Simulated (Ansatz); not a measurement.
# W(110) / 1 layer Mo(110) / W(110): resistance against film thickness

How does the resistance across the layers grow with the film in W(110) / 1 layer Mo(110) / W(110)?

Program: Ansatz 0.2.0. Level of theory: Ansatz plane-wave DFT, PBE, PAW files; ballistic transport by layer matching (Landauer), zero bias; PAW set soft_1. Results are calculated unless marked as measured.

Report form: the programs' logs are mostly left out.

**1. The starting structure**

The cell holds 10 atoms: 9 W and 1 Mo. Cell: a = 2.741 Å, b = 2.741 Å, c = 22.341 Å, α = 90.0°, β = 90.0°, γ = 109.5°. It derives from W and Mo. Regions: lead, 9 atoms (9 W); films, 1 atom (1 Mo). The structure is stacked along c, and the current runs across the ab planes.

**2. With 1 layer**

The film is laid into the lead at the lead's in-plane lattice, and the cell closes on the lead's own image. The mesh across the current, 28×28, is finer than the density's, because channels open and close sharply across the zone. Energies from -1 to 1 eV in steps of 0.036 eV cover the slope of the Fermi function at 300 K, so the program can form a conductance.

Input file input.yaml:

```yaml
crystal:
  lattice:
    - [1.5824, -2.2378515411, 0.0]
    - [1.5824, 2.2378515411, 0.0]
    - [0.0, 0.0, 22.3409678841]
  atoms:
    - { symbol: W, position: [0.0, 0.0, 0.0500840329] }
    - { symbol: W, position: [0.5, 0.5, 0.1502520987] }
    - { symbol: W, position: [0.0, 0.0, 0.2504201645] }
    - { symbol: W, position: [0.5, 0.5, 0.3505882303] }
    - { symbol: Mo, position: [0.0, 0.0, 0.4499159671] }
    - { symbol: W, position: [0.5, 0.5, 0.5492437039] }
    - { symbol: W, position: [0.0, 0.0, 0.6494117697] }
    - { symbol: W, position: [0.5, 0.5, 0.7495798355] }
    - { symbol: W, position: [0.0, 0.0, 0.8497479013] }
    - { symbol: W, position: [0.5, 0.5, 0.9499159671] }
kpoints:
  mp_grid: { grid: [14, 14, 2] }
hamiltonian:
  xc: pbe
  pseudopotentials: { kind: paw, azcp: { folder: soft_1 } }
scf:
  occupations: { method: fermi_dirac, width: 0.1 }
output:
  transmission: { leads: [[0, 1]], kmesh: [28, 28], e_range: [-1.0, 1.0], de: 0.036 }
  write_potential: true
  write_density: true
  volumetric_format: npy
  elf: true
```

Command:

```console
> ansatz run input.yaml --threads 8 --pin off --max-ram 15360MiB --backend cpu --events-out ev --progress --plain --runs-dir out
```

Elapsed: 3 min, on 8 threads of Intel Xeon at 2.70GHz, shared host; peak memory 1.7 GiB; 18 min of CPU time.

This step gave:

```
free energy                                                                : -98429.3591 eV
energy at zero smearing                                                    : -98429.2735 eV
Fermi energy                                                               : 22.34 eV
cell area                                                                  : 7.082 Å²
step of the lead's potential                                               : 1.1 meV
ballistic conductance of the lead                                          : 9.17e14 S/m²
estimated errors of the lead's conductance                                 : 0, 8.4, 0.1 % (band edges, k-mesh, distance from neutral)
lead conductance per cell                                                  : 0.8380 G₀
conductance of the junction                                                : 8.48e14 S/m²
junction conductance per cell                                              : 0.7751 G₀
estimated errors of the junction's conductance                             : 0.1, 0, 7.4, 0.3, 0.1 % (energy step, band edges, k-mesh, leads' steps, distance from neutral)
area resistance that the stack adds (contact term taken off, spin by spin) : 0.08851 fΩ m²
```

Per spin. The transmission, zone mean by energy, zero at the Fermi level:

```csv
energy (eV),"transmission, zone mean"
-1.000,0.801
-0.928,0.795
-0.856,0.787
-0.784,0.760
-0.712,0.715
-0.676,0.720
-0.604,0.715
-0.532,0.719
-0.460,0.741
-0.388,0.708
-0.316,0.686
-0.244,0.642
-0.172,0.662
-0.100,0.729
-0.028,0.751
0.008,0.778
0.080,0.831
0.152,0.916
0.224,0.966
0.296,0.991
0.368,1.05
0.440,1.08
0.512,1.20
0.584,1.26
0.656,1.26
0.692,1.26
0.764,1.27
0.836,1.33
0.908,1.39
0.980,1.43
```

Per spin. The open channels, zone mean, lead by energy, zero at the Fermi level:

energy (eV), open channels, zone mean, lead and a bar from the least value:
```
   -1.000       0.86 #####
   -0.892       0.87 ######
   -0.820       0.86 #####
   -0.712       0.76 ##
   -0.640       0.76 ##
   -0.532       0.79 ###
   -0.424       0.79 ###
   -0.352       0.75 ##
   -0.244       0.70 
   -0.136       0.76 ##
   -0.064       0.79 ###
    0.008       0.84 #####
    0.044       0.87 ######
    0.116       0.94 ########
    0.224       1.05 ############
    0.332       1.08 #############
    0.404       1.17 ################
    0.512       1.30 #####################
    0.620       1.35 ######################
    0.692       1.34 ######################
    0.800       1.40 ########################
    0.872       1.46 ##########################
    0.980       1.58 ##############################
```

Transmission over k1 and k2. At 0.0080 eV from the Fermi level.

Ten even steps from '0' (0.00) to '9' (3.38), each cell a mean:
```
5542225000000345400000222245
4422225000000022200000222224
2222223000000000000000222222
2333267440000000002222222222
2333176555100000022222222222
2000055565520000022222220000
1000015568772222244222220000
0000000458872222235522220000
1000000036622333222411100011
4200000002223455422200000045
5530000002225555522200000045
4540000002224555322200000003
1220001113222443225520000000
0000012225422222268853000000
0000022223542222288955400000
2000022222220000035565550000
1111122222220000002555660222
2222222222200000000155772333
2222222000000000000000232222
3322222000001110000000522223
5542222000004542000000522245
9552222030003555200030322255
```
Columns: k1 (b1) from -0.5 to 0.464; rows upwards: k2 (b2) from -0.5 to 0.464.

Open channels over k1 and k2. At 0.0080 eV from the Fermi level.

Ten even steps from '_' (0.00) to '@' (3.71), each cell a mean:
```
++++==::::::++____________==++++++__________::::::::==++
====::::::::++______________------__________::::::::::==
::::::::::::--______________________________::::::::::::
::::::::::####====__________________::::::::::::::::::::
..------..####++++++..____________::::::::::::::........
::________++++++**++++::__________::::::::::::::________
..________..++++**@@####..........====::::::::::________
______________==++%%%%##::::::::::::==++::::::::________
..______________--****::::------::::::==......______....
++--______________::::::==++++++==::::::____________++++
++++==____________::::::++++++++++::::::____________++++
++++++____________::::::==++++++==::::::______________==
------______......--::::::======::::====::______________
__________..::::::++==::::::::::::**%%%%++--____________
__________::::::::--++==::::::::::####@@++++==__________
--________::::::::::::::__________--++++##++++++________
..........::::::::::::::____________::++++++****..::::::
::::::::::::::::::::::________________..++++%%%%::------
::::::::::::::______________________________----::::::::
----::::::::::__________......______________++::::::::--
++++==::::::::__________++++++--____________++::::::==++
@@++++::::::::__==______++++++++==______==__--::::::++++
```
Columns: k1 (b1) from -0.5 to 0.464; rows upwards: k2 (b2) from -0.5 to 0.464.

Valence density in the ca plane at fractional y = 0.000, with atoms of W and Mo within 0.2 Å of it. It is the smooth field of the valence electrons, not physical close to the nuclei.

Ten even steps from '0' (0.3 e/Å³) to '9' (6.9 e/Å³), each cell a mean:
```
77510000000267620000000159830000000047751000
44200000000034300000000024410000000014420000
01000000000001000000000001000000000000100000
00000000000000000000000000000000000000000000
00000000000000000000000000000000000000000000
22100000000012100000000012200000000002210000
67410000000157510000000147620000000036630000
87610000000377730000000279940000000157761000
```
Columns run along c (16.0 Å, from fractional 0.04 to 0.76 of the cell), rows up along a (2.7 Å). Atoms in or near the plane, at fractional coordinates: W at (0.05, 0.00), W at (0.25, 0.00), Mo at (0.45, 0.00), W at (0.65, 0.00).

ELF in the ca plane at fractional y = 0.000, with atoms of W and Mo within 0.2 Å of it. It is the smooth field of the valence electrons, not physical close to the nuclei.

Ten even steps from '0' (0.17) to '9' (0.69), each cell a mean:
```
65942543441684861443441498982343453286593254
89613532452279722542342169841443344148951353
34225533454124214533354124313543345313412543
33356533456433346543456422235543346543335643
22235533455222225543355312114543345422224543
67314532453157512532343147621443344127731443
88832533441598851443342389961343353278882353
31852544541860671454451595792354453392194254
```
Columns run along c (16.0 Å, from fractional 0.04 to 0.76 of the cell), rows up along a (2.7 Å). Atoms in or near the plane, at fractional coordinates: W at (0.05, 0.00), W at (0.25, 0.00), Mo at (0.45, 0.00), W at (0.65, 0.00).

Electrostatic potential energy in the ca plane at fractional y = 0.000, with atoms of W and Mo within 0.2 Å of it. With pseudopotentials it is smooth inside the atoms' cores, unlike the true potential.

Values in eV, 5 rows by 16 columns, each cell a mean:
```
-22  10  22  19 -17 -10  21  22   1 -27  12  22  18 -18  -8  21
  3  19  19  21   7  11  21  20  17   3  20  19  21   6  12  21
 16  22  19  22  18  19  21  19  22  17  22  19  22  17  20  21
 -9  16  20  21  -3   2  21  21  12 -11  18  20  20  -5   4  21
-23   8  22  19 -19 -13  21  22  -3 -28   9  22  17 -20 -11  21
```
Columns run along c (16.0 Å, from fractional 0.04 to 0.76 of the cell; values clipped at the 3rd and 97th percentile), rows up along a (2.7 Å). Atoms in or near the plane, at fractional coordinates: W at (0.05, 0.00), W at (0.25, 0.00), Mo at (0.45, 0.00), W at (0.65, 0.00).

The lead's potential steps by 1.1 meV from period to period, small in itself. The program estimates the junction's conductance to 7.4 % from the k-mesh, 0.1 % from the leads' distance from neutral and 0.3 % from their steps.

By hand: 1/G − 1/G_lead = 1/0.8480 − 1/0.9168 = 0.0885 fΩ m² with G in 10¹⁵ S/m².

**3. With 2 layers, film layers 2**

The stack now holds 2 film layers; the k-mesh follows the cell, and the energies span -0.27 to 0.27 eV.

System of this step: W(110) / 2 layers Mo(110) / W(110). The cell holds 10 atoms: 8 W and 2 Mo. Cell: a = 2.741 Å, b = 2.741 Å, c = 22.303 Å, α = 90.0°, β = 90.0°, γ = 109.5°. It derives from W and Mo. Regions: lead, 8 atoms (8 W); films, 2 atoms (2 Mo). The structure is stacked along c, and the current runs across the ab planes.

Input file input.yaml:

```yaml
crystal:
  lattice:
    - [1.5824, -2.2378515411, 0.0]
    - [1.5824, 2.2378515411, 0.0]
    - [0.0, 0.0, 22.3034203571]
  atoms:
    - { symbol: W, position: [0.0, 0.0, 0.0501683487] }
    - { symbol: W, position: [0.5, 0.5, 0.1505050462] }
    - { symbol: W, position: [0.0, 0.0, 0.2508417437] }
    - { symbol: W, position: [0.5, 0.5, 0.3511784412] }
    - { symbol: Mo, position: [0.0, 0.0, 0.450673395] }
    - { symbol: Mo, position: [0.5, 0.5, 0.549326605] }
    - { symbol: W, position: [0.0, 0.0, 0.6488215588] }
    - { symbol: W, position: [0.5, 0.5, 0.7491582563] }
    - { symbol: W, position: [0.0, 0.0, 0.8494949538] }
    - { symbol: W, position: [0.5, 0.5, 0.9498316513] }
kpoints:
  mp_grid: { grid: [14, 14, 2] }
hamiltonian:
  xc: pbe
  pseudopotentials: { kind: paw, azcp: { folder: soft_1 } }
scf:
  occupations: { method: fermi_dirac, width: 0.1 }
output:
  transmission:
    leads: [[0, 1]]
    kmesh: [28, 28]
    e_range: [-0.27, 0.27]
    de: 0.036
  write_potential: true
  write_density: true
  volumetric_format: npy
```

Elapsed: 87 s, on 8 threads; peak memory 1.7 GiB; 7.8 min of CPU time.

This step gave:

```yaml
free_energy: -92999.4956 eV
energy_at_zero_smearing: -92999.4084 eV
fermi_energy: 22.22 eV
step_of_the_lead_s_potential: 2.4 meV
ballistic_conductance_of_the_lead: 9.15e14 S/m²
estimated_errors_of_the_lead_s_conductance: 0, 8.4, 0.3 % (band edges, k-mesh, distance from neutral)
lead_conductance_per_cell: 0.8362 G₀
conductance_of_the_junction: 7.97e14 S/m²
junction_conductance_per_cell: 0.7289 G₀
estimated_errors_of_the_junction_s_conductance: 0.1, 0, 6.9, 0.7, 0.2 % (energy step, band edges, k-mesh, leads' steps, distance from neutral)
area_resistance_that_the_stack_adds_contact_term_taken_off_spin_by_spin: 0.1609 fΩ m²
```

Per spin. Table of transmission, zone mean by energy, zero at the Fermi level:

```csv
energy (eV),"transmission, zone mean"
-0.270,0.609
-0.234,0.609
-0.198,0.625
-0.162,0.643
-0.126,0.669
-0.090,0.696
-0.054,0.705
-0.018,0.718
0.018,0.736
0.054,0.756
0.090,0.776
0.126,0.819
0.162,0.865
0.198,0.881
0.234,0.929
0.270,0.934
```

The conductance of the junction is 8.0e14 S/m², 6.0 % under the 8.5e14 S/m² of the last finished run, within the error estimates, leads' steps apart, of 7.4 and 6.9 %.

**4. With 3 layers, k-mesh 14×14×1, film layers 3**

The stack now holds 3 film layers; the k-mesh follows the cell, and the energies span -0.27 to 0.27 eV.

System of this step: W(110) / 3 layers Mo(110) / W(110). The cell holds 12 atoms: 9 W and 3 Mo. Its edges and angles: a = 2.741 Å, b = 2.741 Å, c = 26.742 Å, α = 90.0°, β = 90.0°, γ = 109.5°. It derives from W and Mo. Regions: lead, 9 atoms (9 W); films, 3 atoms (3 Mo). The structure is stacked along c, and the current runs across the ab planes.

input.yaml, the sections that differ from step 3:

```yaml
crystal:
  lattice:
    - [1.5824, -2.2378515411, 0.0]
    - [1.5824, 2.2378515411, 0.0]
    - [0.0, 0.0, 26.7415759124]
  atoms:
    - { symbol: W, position: [0.0, 0.0, 0.0418421777] }
    - { symbol: W, position: [0.5, 0.5, 0.125526533] }
    - { symbol: W, position: [0.0, 0.0, 0.2092108884] }
    - { symbol: W, position: [0.5, 0.5, 0.2928952437] }
    - { symbol: Mo, position: [0.0, 0.0, 0.375877555] }
    - { symbol: Mo, position: [0.5, 0.5, 0.4581578223] }
    - { symbol: Mo, position: [0.0, 0.0, 0.5404380896] }
    - { symbol: W, position: [0.5, 0.5, 0.623420401] }
    - { symbol: W, position: [0.0, 0.0, 0.7071047563] }
    - { symbol: W, position: [0.5, 0.5, 0.7907891116] }
    - { symbol: W, position: [0.0, 0.0, 0.874473467] }
    - { symbol: W, position: [0.5, 0.5, 0.9581578223] }
kpoints:
  mp_grid: { grid: [14, 14, 1] }
# hamiltonian, scf, output: as in step 3
```

The job ended after 87 s (8 threads; peak memory 1.5 GiB).

Numbers from this step:

- free energy: -108341.4822 eV
- energy at zero smearing: -108341.3768 eV
- Fermi energy: 22.15 eV
- step of the lead's potential: 0.4 meV
- ballistic conductance of the lead: 9.17e14 S/m²
- estimated errors of the lead's conductance: 0, 8.5, 0.1 % (band edges, k-mesh, distance from neutral)
- lead conductance per cell: 0.8380 G₀
- conductance of the junction: 7.91e14 S/m²
- junction conductance per cell: 0.7232 G₀
- estimated errors of the junction's conductance: 0, 0, 6.7, 0.1, 0.1 % (energy step, band edges, k-mesh, leads' steps, distance from neutral)
- area resistance that the stack adds (contact term taken off, spin by spin): 0.1731 fΩ m²

Per spin. Table of transmission, zone mean by energy, zero at the Fermi level:

```csv
energy (eV),"transmission, zone mean"
-0.270,0.608
-0.234,0.610
-0.198,0.621
-0.162,0.641
-0.126,0.666
-0.090,0.691
-0.054,0.702
-0.018,0.713
0.018,0.727
0.054,0.747
0.090,0.764
0.126,0.812
0.162,0.859
0.198,0.877
0.234,0.916
0.270,0.931
```

The conductance of the junction is 7.9e14 S/m², 0.79 % under the 8.0e14 S/m² of the last finished run, within the error estimates, leads' steps apart, of 6.9 and 6.7 %.

**5. With 4 layers, k-mesh 14×14×1, film layers 4**

The stack now holds 4 film layers; the k-mesh follows the cell, and the energies span -0.27 to 0.27 eV.

System of this step: W(110) / 4 layers Mo(110) / W(110). The cell holds 12 atoms: 8 W and 4 Mo. Cell: a = 2.741 Å, b = 2.741 Å, c = 26.704 Å, α = 90.0°, β = 90.0°, γ = 109.5°. It derives from W and Mo. Regions: lead, 8 atoms (8 W); films, 4 atoms (4 Mo). The structure is stacked along c, and the current runs across the ab planes.

input.yaml, the sections that differ from step 4:

```yaml
crystal:
  lattice:
    - [1.5824, -2.2378515411, 0.0]
    - [1.5824, 2.2378515411, 0.0]
    - [0.0, 0.0, 26.7040283855]
  atoms:
    - { symbol: W, position: [0.0, 0.0, 0.0419010104] }
    - { symbol: W, position: [0.5, 0.5, 0.1257030311] }
    - { symbol: W, position: [0.0, 0.0, 0.2095050519] }
    - { symbol: W, position: [0.5, 0.5, 0.2933070727] }
    - { symbol: Mo, position: [0.0, 0.0, 0.3764060623] }
    - { symbol: Mo, position: [0.5, 0.5, 0.4588020208] }
    - { symbol: Mo, position: [0.0, 0.0, 0.5411979792] }
    - { symbol: Mo, position: [0.5, 0.5, 0.6235939377] }
    - { symbol: W, position: [0.0, 0.0, 0.7066929273] }
    - { symbol: W, position: [0.5, 0.5, 0.7904949481] }
    - { symbol: W, position: [0.0, 0.0, 0.8742969689] }
    - { symbol: W, position: [0.5, 0.5, 0.9580989896] }
# kpoints, hamiltonian, scf, output: as in step 4
```

The job ended after 89 s (8 threads; peak memory 1.5 GiB; 8 min of CPU time).

This step gave:

- free energy: -102911.6198 eV
- energy at zero smearing: -102911.5111 eV
- Fermi energy: 22.04 eV
- step of the lead's potential: 1.9 meV
- ballistic conductance of the lead: 9.16e14 S/m²
- lead conductance per cell: 0.8377 G₀
- conductance of the junction: 7.98e14 S/m²
- junction conductance per cell: 0.7291 G₀
- estimated errors of the junction's conductance: 0, 0, 6.9, 0.5, 0.1 % (energy step, band edges, k-mesh, leads' steps, distance from neutral)
- area resistance that the stack adds (contact term taken off, spin by spin): 0.1625 fΩ m²

Per spin. Table of transmission, zone mean by energy, zero at the Fermi level:

```csv
energy (eV),"transmission, zone mean"
-0.270,0.631
-0.234,0.626
-0.198,0.635
-0.162,0.652
-0.126,0.679
-0.090,0.707
-0.054,0.716
-0.018,0.722
0.018,0.734
0.054,0.748
0.090,0.761
0.126,0.806
0.162,0.847
0.198,0.876
0.234,0.917
0.270,0.934
```

The conductance of the junction is 8.0e14 S/m², 0.82 % over the 7.9e14 S/m² of the last finished run, within the error estimates, leads' steps apart, of 6.7 and 6.9 %.

**6. With 5 layers, k-mesh 14×14×1, film layers 5**

The stack now holds 5 film layers; the k-mesh follows the cell, and the energies span -0.27 to 0.27 eV.

System of this step: W(110) / 5 layers Mo(110) / W(110). The cell holds 14 atoms: 9 W and 5 Mo. Its edges and angles: a = 2.741 Å, b = 2.741 Å, c = 31.142 Å, α = 90.0°, β = 90.0°, γ = 109.5°. It derives from W and Mo. Regions: lead, 9 atoms (9 W); films, 5 atoms (5 Mo). The structure is stacked along c, and the current runs across the ab planes.

input.yaml, the sections that differ from step 5:

```yaml
crystal:
  lattice:
    - [1.5824, -2.2378515411, 0.0]
    - [1.5824, 2.2378515411, 0.0]
    - [0.0, 0.0, 31.1421839407]
  atoms:
    - { symbol: W, position: [0.0, 0.0, 0.0359295858] }
    - { symbol: W, position: [0.5, 0.5, 0.1077887575] }
    - { symbol: W, position: [0.0, 0.0, 0.1796479291] }
    - { symbol: W, position: [0.5, 0.5, 0.2515071007] }
    - { symbol: Mo, position: [0.0, 0.0, 0.3227634321] }
    - { symbol: Mo, position: [0.5, 0.5, 0.3934169231] }
    - { symbol: Mo, position: [0.0, 0.0, 0.4640704142] }
    - { symbol: Mo, position: [0.5, 0.5, 0.5347239052] }
    - { symbol: Mo, position: [0.0, 0.0, 0.6053773963] }
    - { symbol: W, position: [0.5, 0.5, 0.6766337276] }
    - { symbol: W, position: [0.0, 0.0, 0.7484928993] }
    - { symbol: W, position: [0.5, 0.5, 0.8203520709] }
    - { symbol: W, position: [0.0, 0.0, 0.8922112425] }
    - { symbol: W, position: [0.5, 0.5, 0.9640704142] }
# kpoints, hamiltonian, scf, output: as in step 5
```

The job ended after 93 s (8 threads; peak memory 1.9 GiB).

This step gave:

```
free energy                                                                : -118253.5967 eV
energy at zero smearing                                                    : -118253.4687 eV
Fermi energy                                                               : 21.99 eV
step of the lead's potential                                               : 0.8 meV
ballistic conductance of the lead                                          : 9.06e14 S/m²
estimated errors of the lead's conductance                                 : 0, 8.4, 1.3 % (band edges, k-mesh, distance from neutral)
lead conductance per cell                                                  : 0.8282 G₀
conductance of the junction                                                : 8.23e14 S/m²
junction conductance per cell                                              : 0.7520 G₀
estimated errors of the junction's conductance                             : 0.1, 0, 7.2, 0.2, 0.6 % (energy step, band edges, k-mesh, leads' steps, distance from neutral)
area resistance that the stack adds (contact term taken off, spin by spin) : 0.1118 fΩ m²
```

Per spin. The transmission, zone mean by energy, zero at the Fermi level:

```csv
energy (eV),"transmission, zone mean"
-0.270,0.660
-0.234,0.646
-0.198,0.641
-0.162,0.658
-0.126,0.681
-0.090,0.716
-0.054,0.738
-0.018,0.745
0.018,0.761
0.054,0.769
0.090,0.779
0.126,0.790
0.162,0.834
0.198,0.871
0.234,0.900
0.270,0.927
```

The conductance of the junction is 8.2e14 S/m², 3.1 % over the 8.0e14 S/m² of the last finished run, within the error estimates, leads' steps apart, of 6.9 and 7.2 %.

[end of part 1 of 2]

[Logs are printed without paths, hosts, clocks, repeated set-up lines and the standing remarks that a program may print on its own settings, such as how far it seeks lower states.]

[Hosts, paths, dates, database ids (printed as entryN), source tags and the programs' standing remarks are cut or masked in the printed files.]
